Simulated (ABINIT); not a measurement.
Here is an ABINIT 10.8.3 (patched build) calculation.

run.abi

```
# Pseudopotentials
pp_dirpath "./"
pseudos "P.upf, B.upf"

# Structure
acell 3.173068099 3.173068099 3.173068099 Angstrom
rprim
     0.0000000000     0.7071067812     0.7071067812
     0.7071067812     0.0000000000     0.7071067812
     0.7071067812     0.7071067812     0.0000000000
ntypat 2
znucl 15 5
natom 2
typat 1 2
xred
     0.7500000000     0.7500000000     0.7500000000
     0.0000000000     0.0000000000     0.0000000000
chkprim 0
chksymtnons 0
tolsym 1.0e-6

# Plane-wave basis
ecut 38.0

# k points
kptopt 1
ngkpt 8 8 8
nshiftk 1
shiftk 0.0 0.0 0.0

# Exchange and correlation
ixc 7

# Bands and occupations
nband 8
occopt 3
tsmear 0.00183747

# SCF cycle
nstep 100
tolvrs 1.0e-10

# Output
iomode 3
prtwf 0
prtden 0
prteig 0
prtebands 0
enunit 2
```

Potentials or basis: PseudoDojo NC SR LDA v0.4.1 standard.

Run with:

```console
$ abinit run.abi > log 2>&1
```

Estimate the pressure.

-0.1 GPa.

Predict the band gap on the k mesh.

1.20 eV, indirect (least direct gap 3.44 eV).

A k mesh can miss the band edges.
